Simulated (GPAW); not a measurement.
Something may be wrong with this GPAW 26.7.0 calculation of Ca.

run.py

```python
from ase.calculators.mixing import SumCalculator
from ase.filters import FrechetCellFilter
from ase.io import read, write
from ase.optimize import BFGS
from dftd3.ase import DFTD3
from gpaw import GPAW, PW, setup_paths

setup_paths.insert(0, '.')

atoms = read('POSCAR')

calc = GPAW(mode=PW(600),
            xc='PBEsol',
            kpts={'size': (4, 4, 5), 'gamma': True},
            occupations={'name': 'fermi-dirac', 'width': 0.05},
            nbands=12,
            convergence={'density': 1e-05, 'energy': 1e-05},
            mixer={'backend': 'pulay', 'beta': 1.5, 'nmaxold': 1, 'weight': 1.0},
            maxiter=75,
            txt='gpaw.txt')
atoms.calc = SumCalculator([calc, DFTD3(method='pbesol', damping='d3zero')])
opt = BFGS(FrechetCellFilter(atoms), trajectory='relax.traj', logfile='-')
done = opt.run(fmax=0.05, steps=30)
calc.write('gs.gpw')
write('result.traj', atoms)
print('Converged:', done)
print('Cell:', atoms.cell.cellpar().round(4))
print('Volume:', round(atoms.get_volume(), 4))
print(atoms.get_scaled_positions().round(5))
```

POSCAR

```
Ca
1.0
   -2.1064663500      2.1349822700      2.3870790300
    2.1264231400     -2.1785824000      2.4416621300
    2.0580370800      2.1302739700     -2.4245524700
Ca
1
Direct
    0.5000000000      0.5000000000      0.0000000000
```

Potentials or basis: PAW data sets generated in the run's folder for this functional, pw.

The run is started by

```console
$ gpaw-setup -f PBEsol Ca
$ OMP_NUM_THREADS=1 python run.py
```

gpaw.txt:

```text
__  _  _
 | _ |_)|_||  |
 |__||  | ||/\| - 26.7.0

Input parameters:
  mode=PW(ecut=600.0),
  convergence={'density': 1e-05, 'energy': 1e-05},
  kpts=MonkhorstPack(size=(4, 4, 5), gamma=True),
  maxiter=75,
  mixer=Pulay(name='pulay', nmaxold=1, beta=1.5, weight=1.0, sigma=0.015, g_ss=None),
  nbands=12,
  occupations=Occupations(name='fermi-dirac', width=0.05),
  xc=XC(name='PBEsol')

Diagonalizing LCAO Hamiltonian
Converting LCAO to pw mode

       Ca

Atoms  # Å, Bohr magnetons
[... 72 lines left out ...]
      core: 1.17  # [Å]
    projectors
    | kind |    occ | energy [eV] | rcut [Å] |
    |------|--------|-------------|----------|
    |   3s |  2.000 |     -46.952 |    1.175 |
    |   4s |  2.000 |      -3.764 |    1.175 |
    |   3p |  6.000 |     -27.950 |    1.154 |
    |    p |        |      -0.738 |    1.154 |
    |    d |        |       0.000 |    0.937 |

    Using partial waves for Ca as LCAO basis

Reference energy: -18487.552579  # eV

eigensolver:
  PPCG
  Converge bands: occupied
  niter=2

density mixing:
  Pulay-Mixer
  Linear mixing parameters: 1.5
  Old densities: 1
  No metric

occupation numbers:
  Fermi-Dirac:
    width: 0.0500  # eV

poisson solver:
  ecut: 4800.0  # eV

xc functional:
  name: PBEsol with 2 nearest neighbor stencil

convergence criteria:
- Maximum integral of absolute [dens]ity change: 1e-05 electrons / valence electron
- Maximum [total energy] change in last 3 cyles: 1e-05 eV / valence electron
- Maximum integral of absolute [eigenst]ate change: 4e-08 eV^2 / valence electron
maximum number of iterations: 75

SCF iterations
|iter     | |      energy | eigst |  dens |
|---------|-|-------------|-------|-------|
|iter:   1| |   -2.093997 | +0.33 |       |
|iter:   2| |   -2.325860 | -0.93 | -1.61 |
|iter:   3| |   -2.561911 | -1.36 | -1.51 |
|iter:   4| |   -3.193859 | -0.81 | -1.26 |
|iter:   5| |   -5.521117 | -0.50 | -1.00 |
|iter:   6| |  -12.903387 | +0.63 | -0.76 |
|iter:   7| |  -67.568167 | +1.05 | -0.39 |
|iter:   8| | -263.972276 | +2.51 | -0.03 |
|iter:   9| | -645.147804 | +2.22 | +0.17 |
|iter:  10| |-1668.225313 | +3.77 | +0.41 |
[... 55 further cycles ...]
|iter:  66| |-2643.765110 | +4.39 | +0.59 |
|iter:  67| |-2204.225553 | +3.24 | +0.59 |
|iter:  68| |-2646.744426 | +4.40 | +0.59 |
|iter:  69| |-2203.848809 | +3.23 | +0.59 |
|iter:  70| |-2641.126925 | +4.40 | +0.59 |
|iter:  71| |-2196.944560 | +3.24 | +0.59 |
|iter:  72| |-2643.360163 | +4.39 | +0.59 |
|iter:  73| |-2202.199574 | +3.23 | +0.59 |
|iter:  74| |-2641.551734 | +4.39 | +0.59 |
|iter:  75| |-2201.919416 | +3.24 | +0.59 |
```

On the terminal:

```text
Traceback (most recent call last):
  File "run.py", line 23, in <module>
  File "optimize/optimize.py", line 506, in run
  File "optimize/optimize.py", line 375, in run
  File "optimize/optimize.py", line 322, in irun
  File "ase/filters.py", line 31, in get_gradient
  File "ase/filters.py", line 602, in get_forces
  File "ase/atoms.py", line 2050, in get_stress
  File "abc.py", line 34, in get_stress
  File "calculator.py", line 517, in get_property
  File "mixing.py", line 97, in calculate
  File "mixing.py", line 52, in get_properties
  File "mixing.py", line 33, in get_property
  File "new/ase_interface.py", line 241, in get_property
  File "new/ase_interface.py", line 215, in calculate_property
  File "new/ase_interface.py", line 177, in iconverge
  File "new/calculation.py", line 252, in iconverge
  File "new/scf.py", line 130, in iterate
gpaw.KohnShamConvergenceError
```

Problem. How did it end, and where is the flaw?

Solution. The run did not converge. The input holds a flaw that was put in on purpose: density mixing far too strong (mixer = backend pulay, beta 1.5, nmaxold 1, weight 1.0).
